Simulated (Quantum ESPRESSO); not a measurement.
# CuAu (P4/mmm) in Quantum ESPRESSO: single point with PBEsol

Aim: the single point of CuAu with PBEsol.

All numbers are computed with Quantum ESPRESSO 7.5; they aren't measurements. Logs are shortened: lines on timing, memory, paths and dates and some standing lists are left out, and cuts for length are marked.

## Step 1: The crystal as given

It takes space group P4/mmm (No. 123, tetragonal). Conventional cell: a = 2.811 Å, b = 2.811 Å, c = 3.685 Å, α = 90.00°, β = 90.00°, γ = 90.00°. Au (site symmetry 4/mmm) is surrounded by 8 Cu at 2.71 Å and 4 Au at 2.81 Å. Cu (site symmetry 4/mmm) has 8 Au at 2.71 Å and 4 Cu at 2.81 Å as nearest neighbours.

## Step 2: Single point, PBEsol

The input, run.py:

```python
import numpy as np
from ase.calculators.espresso import Espresso, EspressoProfile
from ase import Atoms

atoms = Atoms(['Au', 'Cu'],
              cell=[[2.8107494552, 0.0, 0.0], [0.0, 2.8107494552, 0.0], [0.0, 0.0, 3.685]],
              scaled_positions=[[0.0, 0.0, 0.0], [0.5, 0.5, 0.5]],
              pbc=True)

input_data = {
    'control': {'calculation': 'scf', 'prefix': 'pwscf', 'outdir': './tmp', 'tprnfor': True, 'tstress': True, 'disk_io': 'nowf'},
    'system': {'ecutwfc': 56.0, 'ecutrho': 448.0, 'nbnd': 22, 'occupations': 'smearing', 'smearing': 'fd', 'degauss': 0.00367493},
    'electrons': {'conv_thr': 4e-10, 'electron_maxstep': 120, 'mixing_beta': 0.5},
}
pseudopotentials = {'Cu': 'cu_pbesol_v1.2.uspp.F.UPF', 'Au': 'au_pbesol_v1.uspp.F.UPF'}
profile = EspressoProfile(command='mpirun -n 2 pw.x -nk 2', pseudo_dir='pseudo')
dft = Espresso(profile=profile, input_data=input_data, pseudopotentials=pseudopotentials, kpts=(9, 9, 7), koffset=(0, 0, 0))
atoms.calc = dft

print(f'energy {atoms.get_potential_energy():.8f} eV')
print('forces (eV/A)')
print(np.round(atoms.get_forces(), 6))
print('stress (eV/A^3, Voigt)')
print(np.round(atoms.get_stress(), 8))
print(f'Fermi level {dft.get_fermi_level():.4f} eV')
```

Potentials or basis: GBRV 1.5 PBEsol.

Started as:

```bash
$ OMP_NUM_THREADS=1 python run.py
```

The program printed:

```text
energy -7051.45732151 eV
forces (eV/A)
[[0. 0. 0.]
 [0. 0. 0.]]
stress (eV/A^3, Voigt)
[ 0.02581492  0.02581492  0.02761726 -0.         -0.         -0.        ]
Fermi level 15.5297 eV
```

espresso.pwi:

```text
&CONTROL
   calculation      = 'scf'
   tstress          = .true.
   tprnfor          = .true.
   outdir           = './tmp'
   prefix           = 'pwscf'
   disk_io          = 'nowf'
   pseudo_dir       = 'pseudo'
/
&SYSTEM
   nbnd             = 22
   ecutwfc          = 56.0
   ecutrho          = 448.0
   occupations      = 'smearing'
   degauss          = 0.00367493
   smearing         = 'fd'
   ntyp             = 2
   nat              = 2
   ibrav            = 0
/
&ELECTRONS
   electron_maxstep = 120
   conv_thr         = 4e-10
   mixing_beta      = 0.5
/
&IONS
/
&CELL
/
&FCP
/
&RISM
/
ATOMIC_SPECIES
Au 196.966569 au_pbesol_v1.uspp.F.UPF
Cu 63.546 cu_pbesol_v1.2.uspp.F.UPF

K_POINTS automatic
9 9 7  0 0 0

CELL_PARAMETERS angstrom
2.81074945520000 0.00000000000000 0.00000000000000
0.00000000000000 2.81074945520000 0.00000000000000
0.00000000000000 0.00000000000000 3.68500000000000

ATOMIC_POSITIONS angstrom
Au 0.0000000000 0.0000000000 0.0000000000  
Cu 1.4053747276 1.4053747276 1.8425000000
```

espresso.pwo:

```text
This program is part of the open-source Quantum ESPRESSO suite
     for quantum simulation of materials; please cite
         "P. Giannozzi et al., J. Phys.:Condens. Matter 21 395502 (2009);
         "P. Giannozzi et al., J. Phys.:Condens. Matter 29 465901 (2017);
         "P. Giannozzi et al., J. Chem. Phys. 152 154105 (2020);
     in publications or presentations arising from this work. More details at

Warning: card &CELL ignored
Warning: card &FCP ignored
Warning: card &RISM ignored

     Message from routine setup:
[... 7 lines left out ...]
     --------------------
     sticks:   dense  smooth     PW     G-vecs:    dense   smooth      PW
     Sum        1005     505    149                31523    11177    1887

     Using Slab Decomposition

     bravais-lattice index     =            0
     lattice parameter (alat)  =       5.3115  a.u.
     unit-cell volume          =     196.4619 (a.u.)^3
     number of atoms/cell      =            2
     number of atomic types    =            2
     number of electrons       =        30.00
     number of Kohn-Sham states=           22
     kinetic-energy cutoff     =      56.0000  Ry
     charge density cutoff     =     448.0000  Ry
     scf convergence threshold =      4.0E-10
     mixing beta               =       0.5000
     number of iterations used =            8  plain     mixing
     Exchange-correlation= SLA  PW   PSX  PSC
                           (   1   4  10   8   0   0   0)

     celldm(1)=   5.311547  celldm(2)=   0.000000  celldm(3)=   0.000000
     celldm(4)=   0.000000  celldm(5)=   0.000000  celldm(6)=   0.000000

     crystal axes: (cart. coord. in units of alat)
               a(1) = (   1.000000   0.000000   0.000000 )
               a(2) = (   0.000000   1.000000   0.000000 )
               a(3) = (   0.000000   0.000000   1.311038 )

     reciprocal axes: (cart. coord. in units 2 pi/alat)
               b(1) = (  1.000000  0.000000  0.000000 )
               b(2) = (  0.000000  1.000000  0.000000 )
               b(3) = (  0.000000  0.000000  0.762754 )

     PseudoPot. # 1 for Au read from file:
     au_pbesol_v1.uspp.F.UPF
     Pseudo is Ultrasoft + core correction, Zval = 11.0
     Generated by new atomic code, or converted to UPF format
     Using radial grid of  985 points,  7 beta functions with:
                l(1) =   0
                l(2) =   0
                l(3) =   1
                l(4) =   1
                l(5) =   2
                l(6) =   2
                l(7) =   3
     Q(r) pseudized with  6 coefficients,  rinner =    1.900   1.900   1.900
                                                       1.900   1.900   1.900
                                                       1.900

     PseudoPot. # 2 for Cu read from file:
     cu_pbesol_v1.2.uspp.F.UPF
     Pseudo is Ultrasoft + core correction, Zval = 19.0
     Generated by new atomic code, or converted to UPF format
     Using radial grid of  867 points,  6 beta functions with:
                l(1) =   0
                l(2) =   0
                l(3) =   1
                l(4) =   1
                l(5) =   2
                l(6) =   2
     Q(r) pseudized with  8 coefficients,  rinner =    1.150   1.150   1.150
                                                       1.150   1.150

     atomic species   valence    mass     pseudopotential
     Au               11.00   196.96657     Au( 1.00)
     Cu               19.00    63.54600     Cu( 1.00)

     16 Sym. Ops., with inversion, found

   Cartesian axes

     site n.     atom                  positions (alat units)
         1        Au     tau(   1) = (   0.0000000   0.0000000   0.0000000  )
         2        Cu     tau(   2) = (   0.5000000   0.5000000   0.6555191  )

     number of k points=    60  Fermi-Dirac smearing, width (Ry)=  0.0037
                       cart. coord. in units 2pi/alat
        k(    1) = (   0.0000000   0.0000000   0.0000000), wk =   0.0035273
        k(    2) = (   0.0000000   0.0000000   0.1089649), wk =   0.0070547
        k(    3) = (   0.0000000   0.0000000   0.2179298), wk =   0.0070547
        k(    4) = (   0.0000000   0.0000000   0.3268947), wk =   0.0070547
        k(    5) = (   0.0000000   0.1111111   0.0000000), wk =   0.0141093
        k(    6) = (   0.0000000   0.1111111   0.1089649), wk =   0.0282187
[... 52 lines left out ...]
        k(   59) = (   0.4444444   0.4444444   0.2179298), wk =   0.0282187
        k(   60) = (   0.4444444   0.4444444   0.3268947), wk =   0.0282187

     Dense  grid:    31523 G-vectors     FFT dimensions: (  36,  36,  48)

     Smooth grid:    11177 G-vectors     FFT dimensions: (  25,  25,  36)

     Check: negative core charge=   -0.000002

     Initial potential from superposition of free atoms

     starting charge      28.9999, renormalised to      30.0000
     Starting wfcs are   22 randomized atomic wfcs

     Self-consistent Calculation

     iteration #  1     ecut=    56.00 Ry     beta= 0.50
     Davidson diagonalization with overlap
     ethr =  1.00E-02,  avg # of iterations =  4.8

     total energy              =    -517.76710337 Ry
     estimated scf accuracy    <       1.29366910 Ry

     iteration #  2     ecut=    56.00 Ry     beta= 0.50
     Davidson diagonalization with overlap
     ethr =  4.31E-03,  avg # of iterations =  2.0

     total energy              =    -518.20055284 Ry
     estimated scf accuracy    <       0.41363858 Ry

     iteration #  3     ecut=    56.00 Ry     beta= 0.50
     Davidson diagonalization with overlap
     ethr =  1.38E-03,  avg # of iterations =  1.9

     total energy              =    -518.26220004 Ry
     estimated scf accuracy    <       0.05583138 Ry

     iteration #  4     ecut=    56.00 Ry     beta= 0.50
     Davidson diagonalization with overlap
     ethr =  1.86E-04,  avg # of iterations =  2.8

     total energy              =    -518.27104547 Ry
     estimated scf accuracy    <       0.00640415 Ry

     iteration #  5     ecut=    56.00 Ry     beta= 0.50
     Davidson diagonalization with overlap
     ethr =  2.13E-05,  avg # of iterations =  3.2

     total energy              =    -518.27233964 Ry
     estimated scf accuracy    <       0.00094848 Ry

     iteration #  6     ecut=    56.00 Ry     beta= 0.50
     Davidson diagonalization with overlap
     c_bands:  1 eigenvalues not converged
     ethr =  3.16E-06,  avg # of iterations =  5.1

     total energy              =    -518.27257440 Ry
     estimated scf accuracy    <       0.00006839 Ry

     iteration #  7     ecut=    56.00 Ry     beta= 0.50
     Davidson diagonalization with overlap
     ethr =  2.28E-07,  avg # of iterations =  2.5

     total energy              =    -518.27259731 Ry
     estimated scf accuracy    <       0.00000497 Ry

     iteration #  8     ecut=    56.00 Ry     beta= 0.50
     Davidson diagonalization with overlap
     ethr =  1.66E-08,  avg # of iterations =  3.4

     total energy              =    -518.27259908 Ry
     estimated scf accuracy    <       0.00000004 Ry

     iteration #  9     ecut=    56.00 Ry     beta= 0.50
     Davidson diagonalization with overlap
     ethr =  1.22E-10,  avg # of iterations =  5.3

     total energy              =    -518.27259916 Ry
     estimated scf accuracy    <       0.00000003 Ry

     iteration # 10     ecut=    56.00 Ry     beta= 0.50
     Davidson diagonalization with overlap
     ethr =  1.07E-10,  avg # of iterations =  2.0

     End of self-consistent calculation

          k = 0.0000 0.0000 0.0000 (  1401 PWs)   bands (ev):

   -96.3265 -53.8850 -53.8727 -53.8727   5.7360   8.9587   9.1131  11.5175
    11.5175  12.5784  12.7679  13.4608  13.9152  14.1397  14.1397  17.6011
    23.5719  25.5223  25.5223  32.3188  32.3826  33.0497

          k = 0.0000 0.0000 0.1090 (  1405 PWs)   bands (ev):

   -96.3265 -53.8851 -53.8727 -53.8727   5.9838   9.0030   9.1941  11.5658
    11.5658  12.6166  12.7003  13.3899  13.8711  13.9860  13.9860  16.2303
    25.3303  26.0045  26.0045  31.3496  32.2625  34.2626

          k = 0.0000 0.0000 0.2179 (  1381 PWs)   bands (ev):

   -96.3265 -53.8854 -53.8727 -53.8727   6.6623   9.1086   9.3918  11.6955
    11.6955  12.5428  12.7140  13.1350  13.6340  13.6340  13.7605  14.0864
    27.3354  27.3354  28.6317  30.4793  32.0423  33.8974

          k = 0.0000 0.0000 0.3269 (  1360 PWs)   bands (ev):

   -96.3265 -53.8856 -53.8727 -53.8727   7.4432   9.2003   9.5803  11.8346
    11.8346  12.1163  12.4095  12.8099  13.2865  13.3291  13.3291  13.6539
    29.2564  29.2564  30.0360  30.6806  31.6105  31.6105

          k = 0.0000 0.1111 0.0000 (  1391 PWs)   bands (ev):

   -96.3263 -53.8849 -53.8748 -53.8725   6.0214   9.0907   9.2879  11.3416
    11.5841  12.4532  12.8113  13.4511  13.7382  13.7980  14.0798  18.3946
    23.0169  24.4124  26.0116  31.9488  33.1141  34.4382
[... 309 lines left out ...]
   -96.3243 -53.8889 -53.8888 -53.8822   8.5209   9.7970   9.8065   9.9547
    13.4572  13.7935  13.8881  13.9173  14.1499  14.2346  15.3700  16.6990
    21.1538  22.9416  25.6508  26.8528  27.3707  28.7341

          k = 0.4444 0.4444 0.1090 (  1378 PWs)   bands (ev):

   -96.3243 -53.8889 -53.8889 -53.8823   8.6085   9.8084   9.8086  10.1892
    13.2562  13.4935  13.6908  13.8257  13.8939  14.0153  16.2563  17.4525
    21.2194  22.6414  24.9317  26.2863  26.6816  28.1341

          k = 0.4444 0.4444 0.2179 (  1387 PWs)   bands (ev):

   -96.3243 -53.8889 -53.8889 -53.8825   8.8230   9.8081   9.8382  10.8399
    12.7372  12.7739  13.3403  13.6498  13.8192  13.9506  17.6492  19.0223
    21.2211  22.2603  23.2049  25.0801  25.4564  26.9759

          k = 0.4444 0.4444 0.3269 (  1390 PWs)   bands (ev):

   -96.3243 -53.8889 -53.8889 -53.8826   9.0215   9.7942   9.8670  11.7345
    12.3721  12.3811  12.7087  13.4845  13.7962  13.9457  19.0110  20.5695
    20.8231  21.7586  22.7681  23.2142  24.6224  26.1450

     the Fermi energy is    15.5297 ev

!    total energy              =    -518.27259917 Ry
     estimated scf accuracy    <          2.1E-10 Ry
     smearing contrib. (-TS)   =      -0.00027976 Ry
     internal energy E=F+TS    =    -518.27231941 Ry

     The total energy is F=E-TS. E is the sum of the following terms:
     one-electron contribution =    -301.43488576 Ry
     hartree contribution      =     175.61076740 Ry
     xc contribution           =    -100.37787593 Ry
     ewald contribution        =    -292.07032512 Ry

     convergence has been achieved in  10 iterations

     Forces acting on atoms (cartesian axes, Ry/au):

     atom    1 type  1   force =     0.00000000    0.00000000    0.00000000
     atom    2 type  2   force =     0.00000000    0.00000000    0.00000000

     Total force =     0.000000     Total SCF correction =     0.000000

     Computing stress (Cartesian axis) and pressure

          total   stress  (Ry/bohr**3)                   (kbar)     P=      -42.32
  -0.00028116   0.00000000   0.00000000          -41.36        0.00        0.00
   0.00000000  -0.00028116   0.00000000            0.00      -41.36        0.00
   0.00000000   0.00000000  -0.00030079            0.00        0.00      -44.25

=------------------------------------------------------------------------------=
   JOB DONE.
=------------------------------------------------------------------------------=
```

Run time: 18 s. Hardware: 2 MPI ranks of Arm Neoverse V2, shared host; peak memory 0.32 GiB.

What came out:

* Free energy: -7051.4579 eV
* Pressure: -4.2 GPa
* Band gap on the k mesh: none (metal or under the smearing width)

Levels at points of the mesh, in eV from the Fermi level:
```csv
k point,band 13,band 14,band 15,band 16,band 17,band 18
"(0.00, 0.00, 0.00)",-1.61,-1.39,-1.39,2.07,8.04,9.99
```

Spin-orbit coupling is left out, which matters for the levels of Au.

## Step 3: For comparison

An earlier run on the cell as given: functional PBEsol; potentials or basis GBRV 1.5 PBEsol; cutoff 762 eV; density cutoff 6095 eV; k mesh 9 × 9 × 7; occupations fermi-dirac, width 0.05 eV; no spin polarisation.

- Pressure: -4.2 GPa
- Band gap on the k mesh: none (metal or under the smearing width)
